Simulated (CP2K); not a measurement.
Runs of CP2K 2026.2 on Mg. It takes space group Fm-3m (No. 225, cubic). The conventional cell has a = 4.489 Å, b = 4.489 Å, c = 4.489 Å, α = 90.00°, β = 90.00°, γ = 90.00°. Around Mg (site symmetry m-3m) lie 12 Mg at 3.17 Å. This isn't the form of Mg at room conditions, which is hcp.

```csv
task,level,potentials or basis,smearing,NGRIDS,potentials,gap on the mesh (eV),pressure (GPa)
single point,PBEsol,POTENTIAL_UZH Mg GTH-PBE-q10; TZVP-MOLOPT-PBE-GTH basis,gaussian 0.05 eV,4,Mg GTH-PBE-q10 of POTENTIAL_UZH,none,1.1
single point,PBE,POTENTIAL_UZH Mg GTH-PBE-q10; TZVP-MOLOPT-PBE-GTH basis,fermi-dirac 0.05 eV,4,Mg GTH-PBE-q10 of POTENTIAL_UZH,none,1.9
single point,RPBE,POTENTIAL_UZH Mg GTH-PBE-q10; TZVP-MOLOPT-PBE-GTH basis,gaussian 0.1 eV,4,Mg GTH-PBE-q10 of POTENTIAL_UZH,none,3.2
single point,LDA,GTH_POTENTIALS Mg GTH-PADE-q10; TZVP-MOLOPT-PBE-GTH basis,gaussian 0.05 eV,5,Mg GTH-PADE-q10 of GTH_POTENTIALS,none,(a)
```

Alike in all rows: no spin polarisation; cell as given; k mesh 10 × 10 × 10.

Task: Fill in the values left out.

Result: (a) -0.4.

Caveats: the basis of atomic orbitals isn't converged, which shifts pressures, moduli and gaps; the potentials were made for another functional, which shifts forces and pressure (some runs).

A gap of «none» marks a metal or a gap under the smearing width.
